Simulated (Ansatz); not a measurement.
## Static calculation, LiH

System: LiH (rock salt type, first atom moved by 0.06 Å along [111]), 2 atoms in the cell.

Ansatz input (lattice in Å, positions in fractions of it; a bare `kind: paw` takes the build's default datasets)
```yaml
crystal:
  lattice:
    - [0.0, 2.01, 2.01]
    - [2.01, 0.0, 2.01]
    - [2.01, 2.01, 0.0]
  atoms:
    - { symbol: Li, position: [0.0086171682, 0.0086171682, 0.0086171682] }
    - { symbol: H, position: [0.5, 0.5, 0.5] }
kpoints:
  mp_grid: { grid: [4, 4, 4] }
hamiltonian:
  xc: hse06
  pseudopotentials: { kind: paw }
scf:
  occupations: { method: fermi_dirac, width: 0.05 }
output:
  forces: true
  stress: true
  eigenvalues: true
basis:
  ecutwfc: 320
```

Method: HSE06, plane waves, PAW datasets (generated soft set 1) in Ansatz 0.2.0 development build.

Results

* Pressure: -0.51 GPa
* Largest force: 0.060 eV/Å on Li1 and H2
* Smearing term TS: 0.0 meV/atom
* Gap on the mesh: 4.02 eV
* Valence electrons: 4
* Irreducible k-points: 13
* CPU time: of the order of 2.8 core-seconds on a shared host

```
atom  Fx (eV/Å)  Fy (eV/Å)  Fz (eV/Å)
 Li1     -0.035     -0.035     -0.035
  H2      0.035      0.035      0.035
```

Stress tensor in GPa, compression positive:
```
-0.51 -0.01 -0.01
-0.01 -0.51 -0.01
-0.01 -0.01 -0.51
```

The stress includes the program's correction for the finite plane-wave basis.

The cutoff lies below the one recommended for these datasets. A gap read on the mesh is an upper bound of this method's gap, since the mesh can miss a band edge. The k-mesh is modest, so these values aren't fully converged in k.
